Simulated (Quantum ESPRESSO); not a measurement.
# V (Im-3m) in Quantum ESPRESSO: a series of runs, part 3 of 4

Quantum ESPRESSO 7.5.

## 5. Phonons, LDA, collinear spin, ferromagnetic start, target pressure 10 GPa, at which the enthalpy is minimised

The input, pw.in:

```
&CONTROL
  calculation = 'scf'
  prefix = 'pwscf'
  outdir = './tmp'
  pseudo_dir = './pseudo'
  tprnfor = .true.
  tstress = .true.
  disk_io = 'low'
/
&SYSTEM
  ibrav = 0
  nat = 1
  ntyp = 1
  ecutwfc = 84
  nbnd = 15
  occupations = 'smearing'
  smearing = 'mv'
  degauss = 0.01469973
  nspin = 2
  starting_magnetization(1) = 0.1538
/
&ELECTRONS
  conv_thr = 2d-10
  electron_maxstep = 120
  mixing_beta = 0.3
/
ATOMIC_SPECIES
V     50.9415 V.upf
CELL_PARAMETERS bohr
  -2.8617067568    2.8617067568    2.8617067568
   2.8617067568   -2.8617067568    2.8617067568
   2.8617067568    2.8617067568   -2.8617067568
ATOMIC_POSITIONS bohr
V      0.0000000000    0.0000000000    0.0000000000
K_POINTS automatic
8 8 8 0 0 0
```

The input, relax.in:

```
&CONTROL
  calculation = 'vc-relax'
  prefix = 'pwscf'
  outdir = './tmp'
  pseudo_dir = './pseudo'
  tprnfor = .true.
  tstress = .true.
  disk_io = 'low'
  nstep = 40
  forc_conv_thr = 0.0001
  etot_conv_thr = 1d-06
/
&SYSTEM
  ibrav = 0
  nat = 1
  ntyp = 1
  ecutwfc = 84
  nbnd = 15
  occupations = 'smearing'
  smearing = 'mv'
  degauss = 0.01469973
  nspin = 2
  starting_magnetization(1) = 0.1538
/
&ELECTRONS
  conv_thr = 2d-10
  electron_maxstep = 120
  mixing_beta = 0.3
/
&IONS
  ion_dynamics = 'bfgs'
/
&CELL
  cell_dynamics = 'bfgs'
  press = 100
  press_conv_thr = 0.2
/
ATOMIC_SPECIES
V     50.9415 V.upf
CELL_PARAMETERS bohr
  -2.8617067568    2.8617067568    2.8617067568
   2.8617067568   -2.8617067568    2.8617067568
   2.8617067568    2.8617067568   -2.8617067568
ATOMIC_POSITIONS bohr
V      0.0000000000    0.0000000000    0.0000000000
K_POINTS automatic
8 8 8 0 0 0
```

The input, scf2.in:

```
&CONTROL
  calculation = 'scf'
  prefix = 'pwscf'
  outdir = './tmp'
  pseudo_dir = './pseudo'
  tprnfor = .true.
  tstress = .true.
  disk_io = 'low'
/
&SYSTEM
  ibrav = 0
  nat = 1
  ntyp = 1
  ecutwfc = 84
  nbnd = 15
  occupations = 'smearing'
  smearing = 'mv'
  degauss = 0.01469973
  nspin = 2
  starting_magnetization(1) = 0.1538
/
&ELECTRONS
  conv_thr = 1d-13
  electron_maxstep = 120
  mixing_beta = 0.3
  startingpot = 'file'
  startingwfc = 'file'
/
ATOMIC_SPECIES
V     50.9415 V.upf
CELL_PARAMETERS bohr
  -2.7236911471    2.7236911471    2.7236911471
   2.7236911471   -2.7236911471    2.7236911471
   2.7236911471    2.7236911471   -2.7236911471
ATOMIC_POSITIONS bohr
V      0.0000000000    0.0000000000    0.0000000000
K_POINTS automatic
8 8 8 0 0 0
```

The input, ph.in:

```
phonons of V
&INPUTPH
  prefix = 'pwscf'
  outdir = './tmp'
  tr2_ph = 1d-18
  fildyn = 'dyn'
  niter_ph = 90
  alpha_mix(1) = 0.4
/
-0.0000000000 0.8660254038 -0.0000000000
```

Potentials or basis: PseudoDojo 0.4.1 SR LDA standard.

Started as:

```console
$ OMP_NUM_THREADS=1 mpirun -n 4 pw.x -nk 4 -in pw.in > pw.out
$ OMP_NUM_THREADS=1 mpirun -n 4 pw.x -nk 4 -in relax.in > relax.out
$ OMP_NUM_THREADS=1 mpirun -n 4 pw.x -nk 4 -in scf2.in > scf2.out
$ OMP_NUM_THREADS=1 mpirun -n 4 ph.x -nk 4 -in ph.in > ph.out
```

pw.out:

```text
This program is part of the open-source Quantum ESPRESSO suite
     for quantum simulation of materials; please cite
[... 6 lines left out ...]
     using ibrav=0 with symmetry is DISCOURAGED, use correct ibrav instead

     K-points division:     npool     =       4
     Subspace diagonalization in iterative solution of the eigenvalue problem:
     a serial algorithm will be used

     G-vector sticks info
     --------------------
     sticks:   dense  smooth     PW     G-vecs:    dense   smooth      PW
     Sum         623     623    221                 9861     9861    2123

     Using Slab Decomposition

     bravais-lattice index     =            0
     lattice parameter (alat)  =       4.9566  a.u.
     unit-cell volume          =      93.7423 (a.u.)^3
     number of atoms/cell      =            1
     number of atomic types    =            1
     number of electrons       =        13.00
     number of Kohn-Sham states=           15
     kinetic-energy cutoff     =      84.0000  Ry
     charge density cutoff     =     336.0000  Ry
     scf convergence threshold =      2.0E-10
     mixing beta               =       0.3000
     number of iterations used =            8  plain     mixing
     Exchange-correlation= SLA  PW   NOGX NOGC
                           (   1   4   0   0   0   0   0)

     celldm(1)=   4.956621  celldm(2)=   0.000000  celldm(3)=   0.000000
     celldm(4)=   0.000000  celldm(5)=   0.000000  celldm(6)=   0.000000

     crystal axes: (cart. coord. in units of alat)
               a(1) = (  -0.577350   0.577350   0.577350 )
               a(2) = (   0.577350  -0.577350   0.577350 )
               a(3) = (   0.577350   0.577350  -0.577350 )

     reciprocal axes: (cart. coord. in units 2 pi/alat)
               b(1) = ( -0.000000  0.866025  0.866025 )
               b(2) = (  0.866025 -0.000000  0.866025 )
               b(3) = (  0.866025  0.866025  0.000000 )

     PseudoPot. # 1 for V  read from file:
     V.upf
     Pseudo is Norm-conserving + core correction, Zval = 13.0
     Generated using ONCVPSP code by D. R. Hamann
     Using radial grid of 1518 points,  6 beta functions with:
                l(1) =   0
                l(2) =   0
                l(3) =   1
                l(4) =   1
                l(5) =   2
                l(6) =   2

     atomic species   valence    mass     pseudopotential
     V                13.00    50.94150     V ( 1.00)

     Starting magnetic structure
     atomic species   magnetization
     V               0.154

     48 Sym. Ops., with inversion, found

   Cartesian axes

     site n.     atom                  positions (alat units)
         1        V      tau(   1) = (   0.0000000   0.0000000   0.0000000  )

     number of k points=    29  Marzari-Vanderbilt smearing, width (Ry)=  0.0147
                       cart. coord. in units 2pi/alat
        k(    1) = (   0.0000000   0.0000000   0.0000000), wk =   0.0019531
        k(    2) = (   0.1082532   0.1082532   0.0000000), wk =   0.0234375
        k(    3) = (   0.2165064   0.2165064   0.0000000), wk =   0.0234375
        k(    4) = (   0.3247595   0.3247595   0.0000000), wk =   0.0234375
        k(    5) = (  -0.4330127  -0.4330127   0.0000000), wk =   0.0117188
        k(    6) = (   0.2165064   0.1082532   0.1082532), wk =   0.0468750
[... 21 lines left out ...]
        k(   28) = (  -0.8660254  -0.1082532  -0.1082532), wk =   0.0234375
        k(   29) = (  -0.8660254  -0.8660254  -0.8660254), wk =   0.0019531

     Dense  grid:     9861 G-vectors     FFT dimensions: (  30,  30,  30)

     Generating pointlists ...
     new r_m :   0.4125 (alat units)  2.0446 (a.u.) for type    1

     Initial potential from superposition of free atoms

     starting charge      12.9991, renormalised to      13.0000
     Starting wfcs are   10 randomized atomic wfcs +    5 random wfcs

     Self-consistent Calculation

     iteration #  1     ecut=    84.00 Ry     beta= 0.30
     Davidson diagonalization with overlap
     ethr =  1.00E-02,  avg # of iterations =  4.2

     Threshold (ethr) on eigenvalues was too large:
     Diagonalizing with lowered threshold

     Davidson diagonalization with overlap
     ethr =  6.68E-04,  avg # of iterations =  1.1

     total energy              =    -147.49184328 Ry
     estimated scf accuracy    <       0.08753804 Ry

     total magnetization       =     0.84 Bohr mag/cell
     absolute magnetization    =     0.84 Bohr mag/cell

     iteration #  2     ecut=    84.00 Ry     beta= 0.30
     Davidson diagonalization with overlap
     ethr =  6.73E-04,  avg # of iterations =  1.1
[... 114 lines left out ...]
     total magnetization       =    -0.00 Bohr mag/cell
     absolute magnetization    =     0.00 Bohr mag/cell

     iteration # 14     ecut=    84.00 Ry     beta= 0.30
     Davidson diagonalization with overlap
     ethr =  7.32E-12,  avg # of iterations =  1.0

     Magnetic moment per site  (integrated on atomic sphere of radius R)
     atom   1 (R=0.413)  charge= 11.3318  magn=  0.0000

     End of self-consistent calculation

 ------ SPIN UP ------------

          k = 0.0000 0.0000 0.0000 (  1205 PWs)   bands (ev):

   -47.3549 -21.0165 -21.0165 -21.0165   9.2749  16.1595  16.1595  16.1595
    18.0814  18.0814  36.1448  36.1448  36.1448  42.7188  42.7188

          k = 0.1083 0.1083 0.0000 (  1218 PWs)   bands (ev):

   -47.3284 -21.1446 -21.0560 -21.0173   9.8748  15.9151  16.0807  16.5884
    17.8495  18.1013  34.8951  35.8550  36.5893  41.5448  42.8135
[... 58 lines left out ...]
   -47.3030 -21.1818 -21.0966 -21.0966  10.4423  16.1372  16.1372  16.5851
    17.1851  18.4026  34.2131  36.4028  36.4028  38.0650  42.7870

          k = 0.4330 0.3248 0.3248 (  1208 PWs)   bands (ev):

   -47.1614 -21.6344 -21.4141 -21.2142  14.1987  14.6378  15.0362  18.3589
    18.4587  23.1752  26.4603  27.1116  29.9682  43.1847  45.1862

          k = 0.0000-0.1083 0.3248 (  1221 PWs)   bands (ev):

   -47.2413 -21.4386 -21.1936 -21.1151  11.8539  15.7171  15.7769  16.9871
    17.6203  18.6536  31.8892  33.9421  35.3996  38.2269  41.7351

          k =-0.0000-0.2165 0.4330 (  1222 PWs)   bands (ev):

   -47.1790 -21.7103 -21.2891 -21.1111  12.9708  15.3368  15.4408  17.5249
    19.0136  19.2409  27.8540  32.4517  33.6739  39.6262  40.9691

          k = 0.1083-0.1083 0.4330 (  1224 PWs)   bands (ev):

   -47.1822 -21.6081 -21.3169 -21.1641  13.1174  14.9237  15.8788  17.1097
    18.4666  19.4523  30.2287  30.4140  35.6691  36.4786  41.5294

          k =-0.8660-0.3248-0.3248 (  1216 PWs)   bands (ev):

   -47.1530 -21.8212 -21.3283 -21.1089  13.0835  15.1615  15.7869  17.5790
    19.7064  20.2867  25.5255  31.9005  32.7645  40.7689  40.8129

          k =-0.7578-0.2165-0.3248 (  1219 PWs)   bands (ev):
[... 41 lines left out ...]
   -47.0632 -21.6339 -21.5496 -21.5133  13.1825  13.2248  18.3092  18.5187
    19.4371  24.7124  25.5242  27.0220  32.5773  33.5579  38.3941

          k =-0.8660-0.8660-0.8660 (  1264 PWs)   bands (ev):

   -47.0445 -21.5945 -21.5945 -21.5945  12.8793  12.8793  19.3826  19.3826
    19.3826  25.6698  25.6698  25.6698  32.3372  32.3372  36.7801

 ------ SPIN DOWN ----------

          k = 0.0000 0.0000 0.0000 (  1205 PWs)   bands (ev):

   -47.3549 -21.0164 -21.0164 -21.0164   9.2749  16.1596  16.1596  16.1596
    18.0814  18.0814  36.1448  36.1448  36.1448  42.7188  42.7188

          k = 0.1083 0.1083 0.0000 (  1218 PWs)   bands (ev):

   -47.3283 -21.1445 -21.0559 -21.0173   9.8748  15.9152  16.0808  16.5885
    17.8496  18.1014  34.8951  35.8550  36.5893  41.5449  42.8135
[... 58 lines left out ...]
   -47.3030 -21.1818 -21.0965 -21.0965  10.4423  16.1373  16.1373  16.5851
    17.1852  18.4026  34.2131  36.4029  36.4029  38.0650  42.7870

          k = 0.4330 0.3248 0.3248 (  1208 PWs)   bands (ev):

   -47.1614 -21.6344 -21.4140 -21.2142  14.1987  14.6379  15.0363  18.3589
    18.4587  23.1752  26.4603  27.1116  29.9682  43.1847  45.1862

          k = 0.0000-0.1083 0.3248 (  1221 PWs)   bands (ev):

   -47.2413 -21.4386 -21.1935 -21.1150  11.8540  15.7171  15.7770  16.9872
    17.6203  18.6536  31.8892  33.9421  35.3996  38.2270  41.7351

          k =-0.0000-0.2165 0.4330 (  1222 PWs)   bands (ev):

   -47.1790 -21.7102 -21.2890 -21.1110  12.9709  15.3368  15.4409  17.5250
    19.0137  19.2409  27.8540  32.4517  33.6739  39.6262  40.9691

          k = 0.1083-0.1083 0.4330 (  1224 PWs)   bands (ev):

   -47.1821 -21.6080 -21.3169 -21.1641  13.1174  14.9237  15.8789  17.1097
    18.4666  19.4523  30.2287  30.4140  35.6692  36.4786  41.5294

          k =-0.8660-0.3248-0.3248 (  1216 PWs)   bands (ev):

   -47.1530 -21.8212 -21.3282 -21.1088  13.0835  15.1615  15.7869  17.5791
    19.7065  20.2868  25.5255  31.9005  32.7646  40.7690  40.8129

          k =-0.7578-0.2165-0.3248 (  1219 PWs)   bands (ev):
[... 41 lines left out ...]
   -47.0632 -21.6339 -21.5495 -21.5132  13.1826  13.2249  18.3093  18.5188
    19.4372  24.7124  25.5242  27.0220  32.5774  33.5580  38.3941

          k =-0.8660-0.8660-0.8660 (  1264 PWs)   bands (ev):

   -47.0444 -21.5945 -21.5945 -21.5945  12.8793  12.8793  19.3827  19.3827
    19.3827  25.6698  25.6698  25.6698  32.3372  32.3372  36.7801

     the Fermi energy is    15.7662 ev

!    total energy              =    -147.51871047 Ry
     estimated scf accuracy    <          3.6E-11 Ry
     smearing contrib. (-TS)   =       0.00034089 Ry
     internal energy E=F+TS    =    -147.51905136 Ry

     The total energy is F=E-TS. E is the sum of the following terms:
     one-electron contribution =     -46.68958131 Ry
     hartree contribution      =      29.26406187 Ry
     xc contribution           =     -22.63485338 Ry
     ewald contribution        =    -107.45867855 Ry

     total magnetization       =     0.00 Bohr mag/cell
     absolute magnetization    =     0.00 Bohr mag/cell

     convergence has been achieved in  14 iterations

     Forces acting on atoms (cartesian axes, Ry/au):

     atom    1 type  1   force =     0.00000000    0.00000000    0.00000000

     Total force =     0.000000     Total SCF correction =     0.000000

     Computing stress (Cartesian axis) and pressure

          total   stress  (Ry/bohr**3)                   (kbar)     P=     -186.62
  -0.00126859  -0.00000000  -0.00000000         -186.62       -0.00       -0.00
  -0.00000000  -0.00126859  -0.00000000           -0.00     -186.62       -0.00
  -0.00000000  -0.00000000  -0.00126859           -0.00       -0.00     -186.62

=------------------------------------------------------------------------------=
   JOB DONE.
=------------------------------------------------------------------------------=
```

Run time: 69 s. Hardware: 4 MPI ranks of Intel Xeon Platinum 8259CL at 2.50GHz (Skylake/Cascade Lake), shared host; peak memory 0.36 GiB.

Results:

```yaml
Free_energy: -2007.1685 eV
Relaxed_volume: 11.98 Å³/atom
Relaxed_cell: a = 2.496 Å, b = 2.496 Å, c = 2.496 Å, α = 109.47°, β = 109.47°, γ = 109.47°
Space_group_after_relaxing_to_0.05_Å: Im-3m (No. 229)
Pressure_after_relaxing: 10.0 GPa
Band_gap_on_the_k_mesh: none (metal or under the smearing width)
Net_moment: 0.00 μB per cell
Absolute_moment: 0.00 μB per cell
Valence_electrons_inside_the_program's_atomic_spheres: V 11.33
Highest_phonon_frequency_at_the_q_point_run: 345 cm⁻¹
```

The path:
```csv
step,energy change (eV),largest force (eV/Å),pressure (GPa),volume (Å³)
1,0.0000,0.0000,-18.66,13.89
2,-0.0731,0.0000,10.40,11.96
3,-0.0746,0.0000,9.89,11.98
4,-0.0743,0.0000,10.00,11.98
5,-0.0743,0.0000,10.00,11.98
```

Final structure:
```
V
1.0
    -1.44132    1.44132    1.44132
     1.44132   -1.44132    1.44132
     1.44132    1.44132   -1.44132
V
1
Cartesian
  0.0000 0.0000 0.0000
```

Levels at points of the mesh, in eV from the Fermi level:
Spin up:
| k point | band 3 | band 4 | band 5 | band 6 | band 7 | band 8 | band 9 | band 10 |
| --- | --- | --- | --- | --- | --- | --- | --- | --- |
| (0.00, 0.00, 0.00) | -36.30 | -36.30 | -6.67 | 0.47 | 0.47 | 0.47 | 2.79 | 2.79 |
| (0.00, 0.00, -0.50) | -36.70 | -36.31 | -3.54 | -1.34 | 2.29 | 2.83 | 3.24 | 4.89 |
| (-0.50, -0.50, -0.50) | -37.19 | -37.19 | -3.54 | -3.54 | 4.41 | 4.41 | 4.41 | 11.47 |
Spin down:
```
              k point  band 4  band 5  band 6  band 7  band 8  band 9
   (0.00, 0.00, 0.00)  -36.30   -6.67    0.47    0.47    0.47    2.79
  (0.00, 0.00, -0.50)  -36.31   -3.54   -1.34    2.29    2.83    3.24
(-0.50, -0.50, -0.50)  -37.19   -3.54   -3.54    4.41    4.41    4.41
```

Phonon frequencies in cm⁻¹ (negative: imaginary):
```tsv
q point	frequencies
(0.500, -0.500, 0.500)	345 345 345
```

Phonon modes at q = (0.500, -0.500, 0.500) in reciprocal lattice units:
| mode | symmetry | cm⁻¹ |
| --- | --- | --- |
| 1 | T_1u | 345 |
| 2 | T_1u | 345 |
| 3 | T_1u | 345 |

Caveat: the k mesh is coarse (spacing up to 0.37 Å⁻¹), so the values aren't converged; the mesh is thin for the phonons of a metal; the cell is more than 3 GPa from zero pressure, which shifts response properties.

(Continued in part 4 of 4.)
